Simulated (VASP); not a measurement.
Runs of VASP 6.6.1 on Te. It takes space group P3_121 (No. 152, trigonal). Conventional cell: a = 4.454 Å, b = 4.454 Å, c = 5.924 Å, α = 90.00°, β = 90.00°, γ = 120.00°. Around Te (site symmetry 2) lie 2 Te at 2.86 Å. 

| level | gap on the mesh (eV) | pressure (GPa) | relaxed volume (Å³/atom) | largest force (eV/Å) |
| --- | --- | --- | --- | --- |
| r2SCAN+rVV10 | (a) | 0.0 | 34.37 | - |
| PBE | 0.21 | 0.0 | 35.06 | 0.01 |
| rev-vdW-DF2 | 0.05 | 0.0 | 33.51 | 0.01 |
| r2SCAN | 0.53 | 0.0 | (b) | - |
| PBEsol | none | 0.0 | 32.05 | 0.01 |

Alike in all rows: task relaxation of cell and atoms; potentials or basis VASP PAW PBE potentials, release 64 (Te); no spin polarisation; cell relaxed; k mesh 9 × 9 × 6; cutoff (eV) 600; smearing gaussian 0.03 eV.

Problem. Fill in the values left out.

Solution. (a) 0.31; (b) 36.22.

Caveats: the PAW data sets were made with another functional, which shifts forces and pressure a little (some runs); spin-orbit coupling is left out, which moves the levels of the heavy elements (some runs); an odd mesh through Γ misses points on the zone boundary, where band edges often lie (some runs).

A k mesh can miss the band edges, and the runs leave out spin-orbit coupling on Te.

A gap of «none» marks a metal or a gap under the smearing width.

Not every run made on this cell is shown here.
